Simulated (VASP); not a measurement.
ZrN: relaxation of cell and atoms with PBE

The system is ZrN.

```xyz
2
Lattice="0.0000 2.3000 2.3000 2.3000 0.0000 2.3000 2.3000 2.3000 0.0000" Properties=species:S:1:pos:R:3 pbc="T T T"
Zr    2.3000    2.3000    2.3000
N     0.0000    0.0000    0.0000
```

```json
{
  "Program": "VASP 6.6.1",
  "Task": "relaxation of cell and atoms",
  "Functional": "PBE",
  "Potentials or basis": "VASP PAW PBE potentials, release 64 (Zr_sv, N)",
  "Cutoff": "600 eV",
  "k mesh": "14 × 14 × 14",
  "Occupations": "methfessel-paxton, width 0.1 eV",
  "Spin": "no spin polarisation",
  "Further INCAR settings": "ALGO = Normal; EDIFF = 1e-06; IBRION = 2; EDIFFG = -0.01; NSW = 90; ISIF = 3"
}
```

```
Relaxed volume                         : 12.13 Å³/atom
Relaxed cell                           : a = 3.250 Å, b = 3.250 Å, c = 3.250 Å, α = 60.00°, β = 60.00°, γ = 60.00°
Space group after relaxing (to 0.05 Å) : Fm-3m (No. 225)
Energy gained by relaxing              : 0.1 meV/atom
Ionic steps                            : 3
Pressure after relaxing                : 0.0 GPa
Band gap on the k mesh                 : none (metal or under the smearing width)
```

Step by step:
| step | energy change (eV) | largest force (eV/Å) | pressure (GPa) | volume (Å³) |
| --- | --- | --- | --- | --- |
| 1 | 0.0000 | 0.0000 | -0.69 | 24.33 |
| 2 | 0.0003 | 0.0000 | 1.19 | 24.15 |
| 3 | -0.0002 | 0.0000 | 0.01 | 24.27 |

Final structure:
```cif
data_structure
_symmetry_space_group_name_H-M 'P 1'
_symmetry_Int_Tables_number 1
_cell_length_a 3.2496
_cell_length_b 3.2496
_cell_length_c 3.2496
_cell_angle_alpha 60.000
_cell_angle_beta 60.000
_cell_angle_gamma 60.000
_cell_volume 24.27
loop_
_atom_site_label
_atom_site_type_symbol
_atom_site_fract_x
_atom_site_fract_y
_atom_site_fract_z
_atom_site_occupancy
Zr1 Zr 0.50000 0.50000 0.50000 1
N1 N 0.00000 0.00000 0.00000 1
```

Levels at points of the mesh, in eV from the Fermi level:
| k point | band 7 | band 8 | band 9 | band 10 | band 11 | band 12 |
| --- | --- | --- | --- | --- | --- | --- |
| (0.00, 0.00, 0.00) | -2.66 | -2.66 | -0.42 | -0.42 | -0.42 | 1.55 |
| (0.50, 0.00, 0.00) | -5.67 | -5.67 | 2.97 | 3.03 | 3.03 | 4.70 |
| (0.50, 0.50, 0.00) | -3.47 | -3.17 | -3.17 | 3.32 | 4.46 | 4.46 |

Wall time 36 s on 1 thread of Intel(R) Xeon(R) 6975P-C (Granite Rapids), with other jobs on the host, peak memory 0.2 GiB.
